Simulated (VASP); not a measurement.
# AgBr (Fm-3m) in VASP: a series of runs

One crystal, AgBr, is run at these levels: PBE; tasks: band structure, dielectric tensor.

Everything below comes from runs of VASP 6.6.1. Logs are shortened: lines on timing, memory, paths and dates and some standing lists are left out, and cuts for length are marked.

**The experiment to reproduce.**

From a printed reference work, monograph, for a bulk crystal of AgBr: high-frequency dielectric constant 4.62.

The results are compared with them further down.

### 1 The crystal as given

The structure is cubic, space group Fm-3m (No. 225). The conventional cell has a = 5.673 Å, b = 5.673 Å, c = 5.673 Å, α = 90.00°, β = 90.00°, γ = 90.00°. Around Ag (site symmetry m-3m) lie 6 Br at 2.84 Å. Br (site symmetry m-3m) has 6 Ag at 2.84 Å as nearest neighbours.

### 2 Band structure, PBE, spin-orbit coupling, no magnetisation

File INCAR:

```
SYSTEM = AgBr
PREC     = Accurate       ! precision mode
ENCUT    = 520            ! plane-wave cutoff, eV
EDIFF    = 1E-6           ! SCF threshold, eV
ISMEAR   = 0              ! smearing method
SIGMA    = 0.03           ! smearing width, eV
LREAL    = .False.        ! projectors in reciprocal space
LASPH    = .True.         ! aspherical terms in the spheres
NELM     = 80             ! most SCF steps
ALGO     = Normal         ! electronic algorithm
ISIF     = 2              ! what is computed and relaxed
LWAVE    = .False.        ! write WAVECAR
LCHARG   = .False.        ! write CHGCAR
MAGMOM   = 0 0 0 0 0 0    ! initial moments
LORBIT   = 11             ! projections on sites
LSORBIT  = .True.         ! spin-orbit coupling
GGA_COMPAT= .False.      
LMAXMIX  = 4              ! l up to which the mixer works
GGA      = PE             ! functional
```

File KPOINTS:

```
regular mesh
0
Gamma
  6 6 6
  0 0 0
```

File POSCAR:

```
AgBr                                    
1.0
    0.0000000000      2.8363309760      2.8363309760
    2.8363309760      0.0000000000      2.8363309760
    2.8363309760      2.8363309760     -0.0000000000
  Ag              Br            
     1     1
Direct
     1.0000000000000000    0.0000000000000000    1.0000000000000000
     0.5000000000000000    0.5000000000000000    0.5000000000000000
```

File KPOINTS_OPT:

```
explicit points
252
Reciprocal
 0.0000000000  0.0000000000  0.0000000000 1
 0.0357142857  0.0000000000  0.0357142857 1
 0.0714285714  0.0000000000  0.0714285714 1
 0.1071428571  0.0000000000  0.1071428571 1
 0.1428571429  0.0000000000  0.1428571429 1
 0.1785714286  0.0000000000  0.1785714286 1
[... 244 lines left out ...]
 0.4886948100  0.0113051900  0.5000000000 1
 0.5113051900 -0.0113051900  0.5000000000 1
```

Potentials or basis: VASP PAW PBE potentials, release 64 (Ag, Br).

On the command line:

```sh
> cat potpaw_PBE.64/Ag/POTCAR potpaw_PBE.64/Br/POTCAR > POTCAR
> mpirun -np 1 vasp_ncl > vasp.out
```

OUTCAR:

```text
SYSTEM = AgBr
   PREC = Accurate
   ENCUT = 520
   EDIFF = 1E-6
   ISMEAR = 0
   LREAL = .False.
   LASPH = .True.
   NELM = 80
   ISIF = 2
   LORBIT = 11
   LSORBIT = .True.
   GGA = PE

 ion  position               nearest neighbor table
   1  0.000  0.000  0.000-   2 2.84   2 2.84   2 2.84   2 2.84   2 2.84   2 2.84
   2  0.500  0.500  0.500-   1 2.84   1 2.84   1 2.84   1 2.84   1 2.84   1 2.84

  LATTYP: Found a face centered cubic cell.
 ALAT       =     5.6726619520

  Lattice vectors:

 A1 = (   0.0000000000,   2.8363309760,   2.8363309760)
 A2 = (   2.8363309760,   0.0000000000,   2.8363309760)
 A3 = (   2.8363309760,   2.8363309760,   0.0000000000)

Analysis of symmetry for initial positions (statically):
=====================================================================
 Subroutine PRICEL returns:
 Original cell was already a primitive cell.

 Routine SETGRP: Setting up the symmetry group for a
 face centered cubic supercell.

 Subroutine GETGRP returns: Found 48 space group operations
 (whereof 48 operations were pure point group operations)
 out of a pool of 48 trial point group operations.

The static configuration has the point symmetry O_h .

Analysis of symmetry for dynamics (positions and initial velocities):
=====================================================================
 Subroutine PRICEL returns:
 Original cell was already a primitive cell.

 Routine SETGRP: Setting up the symmetry group for a
 face centered cubic supercell.

 Subroutine GETGRP returns: Found 48 space group operations
 (whereof 48 operations were pure point group operations)
 out of a pool of 48 trial point group operations.

The dynamic configuration has the point symmetry O_h .

Analysis of structural, dynamic, and magnetic symmetry:
=====================================================================
 Subroutine PRICEL returns:
 Original cell was already a primitive cell.

 Routine SETGRP: Setting up the symmetry group for a
 face centered cubic supercell.

 Subroutine GETGRP returns: Found 48 space group operations
 (whereof 48 operations were pure point group operations)
[... 622 lines left out ...]
  -------------------------------------------------------------------------------------
  Total        1.2158212      1.2158212      1.2158212     -0.0000000      0.0000000     -0.0000000
  in kB       42.6854224     42.6854224     42.6854224     -0.0000000      0.0000000     -0.0000000
  external PRESSURE =      42.6854224 kB  Pullay stress =       0.0000000 kB

 VOLUME and BASIS-vectors are now :
 -----------------------------------------------------------------------------
  energy-cutoff  :      520.00
  volume of cell :       45.64
      direct lattice vectors                 reciprocal lattice vectors
     0.000000000  2.836330976  2.836330976    -0.176284081  0.176284081  0.176284081
     2.836330976  0.000000000  2.836330976     0.176284081 -0.176284081  0.176284081
     2.836330976  2.836330976  0.000000000     0.176284081  0.176284081 -0.176284081

 POSITION                                       TOTAL-FORCE (eV/Angst)
 -----------------------------------------------------------------------------------
      0.00000      0.00000      0.00000         0.000000      0.000000      0.000000
      2.83633      2.83633      2.83633         0.000000      0.000000     -0.000000
 -----------------------------------------------------------------------------------
    total drift:                               -0.000000      0.000000      0.000000

  FREE ENERGIE OF THE ION-ELECTRON SYSTEM (eV)
  ---------------------------------------------------
  free  energy   TOTEN  =        -4.9964771039 eV

  energy  without entropy=       -4.9964771039  energy(sigma->0) =       -4.99647710

 Spin-Orbit-Coupling matrix elements

 Ion:    1  E_soc:     -0.0401094
 l=   1
     0.0000000    -0.0011571    -0.0011571
    -0.0011571     0.0000000    -0.0011571
    -0.0011571    -0.0011571     0.0000000
 l=   2
     0.0000000    -0.0011139     0.0000000    -0.0011139    -0.0044138
    -0.0011139     0.0000000    -0.0033104    -0.0011139    -0.0011035
     0.0000000    -0.0033104     0.0000000    -0.0033104     0.0000000
    -0.0011139    -0.0011139    -0.0033104     0.0000000    -0.0011035
    -0.0044138    -0.0011035     0.0000000    -0.0011035     0.0000000
 l=   3
     0.0000000     0.0000000     0.0000000     0.0000000     0.0000000     0.0000000     0.0000000
     0.0000000     0.0000000     0.0000000     0.0000000     0.0000000     0.0000000     0.0000000
     0.0000000     0.0000000     0.0000000     0.0000000     0.0000000     0.0000000     0.0000000
     0.0000000     0.0000000     0.0000000     0.0000000     0.0000000     0.0000000     0.0000000
     0.0000000     0.0000000     0.0000000     0.0000000     0.0000000     0.0000000     0.0000000
     0.0000000     0.0000000     0.0000000     0.0000000     0.0000000     0.0000000     0.0000000
     0.0000000     0.0000000     0.0000000     0.0000000     0.0000000     0.0000000     0.0000000

 Ion:    2  E_soc:     -0.0567431
 l=   1
     0.0000000    -0.0094425    -0.0094425
    -0.0094425     0.0000000    -0.0094425
    -0.0094425    -0.0094425     0.0000000
 l=   2
     0.0000000     0.0000004     0.0000000     0.0000004    -0.0000151
     0.0000004     0.0000000    -0.0000113     0.0000004    -0.0000038
     0.0000000    -0.0000113     0.0000000    -0.0000113     0.0000000
     0.0000004     0.0000004    -0.0000113     0.0000000    -0.0000038
    -0.0000151    -0.0000038     0.0000000    -0.0000038     0.0000000
 l=   3
     0.0000000     0.0000000     0.0000000     0.0000000     0.0000000     0.0000000     0.0000000
     0.0000000     0.0000000     0.0000000     0.0000000     0.0000000     0.0000000     0.0000000
     0.0000000     0.0000000     0.0000000     0.0000000     0.0000000     0.0000000     0.0000000
     0.0000000     0.0000000     0.0000000     0.0000000     0.0000000     0.0000000     0.0000000
     0.0000000     0.0000000     0.0000000     0.0000000     0.0000000     0.0000000     0.0000000
     0.0000000     0.0000000     0.0000000     0.0000000     0.0000000     0.0000000     0.0000000
     0.0000000     0.0000000     0.0000000     0.0000000     0.0000000     0.0000000     0.0000000

 total charge

# of ion       s       p       d       tot
------------------------------------------
    1        0.237   0.167   9.351   9.755
    2        1.617   3.205   0.031   4.853
--------------------------------------------------
tot          1.854   3.371   9.382  14.608

 magnetization (x)

# of ion       s       p       d       tot
------------------------------------------
    1       -0.000  -0.000  -0.000  -0.000
    2        0.000  -0.000   0.000  -0.000
--------------------------------------------------
tot         -0.000  -0.000  -0.000  -0.000

 magnetization (y)

# of ion       s       p       d       tot
------------------------------------------
    1       -0.000   0.000   0.000  -0.000
    2       -0.000  -0.000   0.000  -0.000
--------------------------------------------------
tot         -0.000  -0.000   0.000  -0.000

 magnetization (z)

# of ion       s       p       d       tot
------------------------------------------
    1       -0.000   0.000  -0.000  -0.000
    2        0.000   0.000   0.000   0.000
--------------------------------------------------
tot         -0.000   0.000  -0.000  -0.000
```

stdout:

```text
POSCAR found type information on POSCAR AgBr
 POSCAR found :  2 types and       2 ions
 scaLAPACK will be used
 LDA part: xc-table for (Slater+PW92), standard interpolation
 POSCAR, INCAR and KPOINTS ok, starting setup
 FFT: planning ... GRIDC
 FFT: planning ... GRID_SOFT
 FFT: planning ... GRID
 WAVECAR not read
 entering main loop
 Start KPOINTS_OPT (optional k-point list driver)
k-point batch [1-16\252]
k-point batch [17-32\252]
k-point batch [33-48\252]
k-point batch [49-64\252]
k-point batch [65-80\252]
k-point batch [81-96\252]
[... 8 lines left out ...]
k-point batch [225-240\252]
k-point batch [241-252\252]
```

Wall time 3.3 min (1 thread of AMD EPYC 9R45 (Zen 5), shared host); peak memory 0.25 GiB.

Results:

```yaml
Free_energy: -4.9965 eV
Pressure: 4.3 GPa
Valence_electrons_inside_the_program's_atomic_spheres: Ag 9.76; Br 4.85
```

(Part 1 of 2 ends here.)
